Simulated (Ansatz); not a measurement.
**Na: how the settings move a single-point run**

Question: which choices in the input matter for Na?

Computed with Ansatz 0.2.0 (reference: DFT, PBE, all-electron PAW with datasets made for the crystal, scalar-relativistic, unless a step's input says otherwise).

## Step 1: The structure to begin with

Symmetry: I4/mmm, No. 139, tetragonal system. The conventional cell has a = 4.267 Å, b = 4.267 Å, c = 4.171 Å, α = 90.00°, β = 90.00°, γ = 90.00°. Na (site symmetry 4/mmm) has 14 Na at 3.67 to 4.27 Å in its first shell of neighbours.

Structure file:

```cif
data_structure
_symmetry_space_group_name_H-M 'I4/mmm'
_symmetry_Int_Tables_number 139
_cell_length_a 4.2671
_cell_length_b 4.2671
_cell_length_c 4.1715
_cell_angle_alpha 90.000
_cell_angle_beta 90.000
_cell_angle_gamma 90.000
_cell_volume 75.96
loop_
_atom_site_label
_atom_site_type_symbol
_atom_site_symmetry_multiplicity
_atom_site_Wyckoff_symbol
_atom_site_fract_x
_atom_site_fract_y
_atom_site_fract_z
_atom_site_occupancy
Na1 Na 2 a 0.00000 0.00000 0.00000 1
```

## Step 2: Reference

File input.yaml:

```yaml
crystal:
  lattice:
    - [-2.133562177, 2.133562177, 2.0857375]
    - [2.133562177, -2.133562177, 2.0857375]
    - [2.133562177, 2.133562177, -2.0857375]
  atoms:
    - { symbol: Na, position: [0.0, 0.0, 0.0] }
kpoints:
  mp_grid: { grid: [11, 11, 11] }
scf:
  occupations: { method: fermi_dirac, width: 0.03 }
hamiltonian:
  xc: pbe
  pseudopotentials: { kind: all_electron, datasets: crystal }
output:
  forces: true
  stress: true
  eigenvalues: true
  efg: { contact_densities: true }
```

On the command line:

```console
$ ansatz run input.yaml --threads 1 --pin off --max-ram 2048MiB --backend cpu --events-out ev --progress --plain --runs-dir out
```

## Step 3: Changed: occupations.method methfessel_paxton, occupations.width 0.05

Edit input.yaml of step 2 so:

```diff
@@ -10,3 +10,3 @@
 scf:
-  occupations: { method: fermi_dirac, width: 0.03 }
+  occupations: { method: methfessel_paxton, width: 0.05 }
 hamiltonian:
```

**Question.** What will these runs give? Wanted: for each run, ending; energy change; pressure; gap; force.

**Answer**, as computed:

| run | ending | energy change | pressure (GPa) | gap (eV) | force (eV/Å) | cycles | time |
| --- | --- | --- | --- | --- | --- | --- | --- |
| reference | converged | 0 | -0.2 | 0.00 | 0.00 | 10 | 5.8 s |
| 1: occupations.method methfessel_paxton, occupations.width 0.05 | converged | 0.0 meV/atom (σ→0) | -0.2 | 0.00 | 0.00 | 8 | 4.9 s |

Residual by cycle in the longest SCF loop of each run; runs are numbered as in the table. The quantity is the density residual dr2, in eV.

| cycle | reference | run 1 |
| --- | --- | --- |
| 1 | 0.00963 | 0.00963 |
| 2 | 0.00542 | 0.00228 |
| 3 | 0.00308 | 5.8e-4 |
| 4 | 1.5e-4 | 1.2e-6 |
| 5 | 4.5e-7 | 6.9e-6 |
| 6 | 1.9e-7 | 3.3e-8 |
| 7 | 2.7e-6 | 3.9e-9 |
| 8 | 9.0e-9 | 2.1e-10 |
| 9 | 3.6e-9 | - |
| 10 | 1.3e-9 | - |

What this shows: Changing the smearing leaves the energy as it was (0.0 meV/atom). Cost: 8 SCF cycles against 10.
